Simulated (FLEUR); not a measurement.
CdS (Hawleyite) under changes of volume

One of the cells (24.808 Å³/atom); the others are scaled copies at fixed shape and fractional positions:

```
Cd S
1.0
     0.00000    2.91650    2.91650
     2.91650    0.00000    2.91650
     2.91650    2.91650    0.00000
Cd S
1 1
Direct
  0.00000 0.00000 0.00000
  0.75000 0.75000 0.75000
```

- Program: FLEUR MaX-R8.1 (later development tree)
- Functional: r2SCAN
- Potentials or basis: all-electron
- Basis: FLAPW
- Kmax: 5.33 1/bohr
- k mesh: 8 × 8 × 8
- Occupations: fermi-dirac, width 0.05 eV
- Spin: no spin polarisation

| volume (Å³/atom) | energy over the lowest point (meV/atom) | gap on the mesh (eV) |
| --- | --- | --- |
| 23.319 | ? | ? |
| 23.815 | 19.99 | 1.69 |
| 24.808 | 1.38 | 1.59 |
| 25.800 | 0.00 | 1.49 |
| 26.296 | 5.06 | 1.45 |

Problem. What does the run at 23.319 Å³/atom give?

Solution. Energy over the lowest point 36.63 meV/atom; gap on the mesh 1.74 eV.

Worked out: A Birch-Murnaghan fit of order 2 (a polynomial in V^(-2/3)) to the other rows has its minimum at 25.37 Å³/atom with B0 = V·E''(V) = 64 GPa. It gives 37.03 meV/atom at 23.319 Å³/atom, against the run's 36.63. A straight line through the other rows of the gap, of slope -2.45 eV per unit of ln V (its deformation potential), extrapolates to 1.74 eV, against the run's 1.74.

Energies are extrapolated to zero smearing.

Caveats: the meta-GGA is that of a development version, with a GGA for the radial functions and cores and without core tails.

Spin-orbit coupling on Cd is left out.
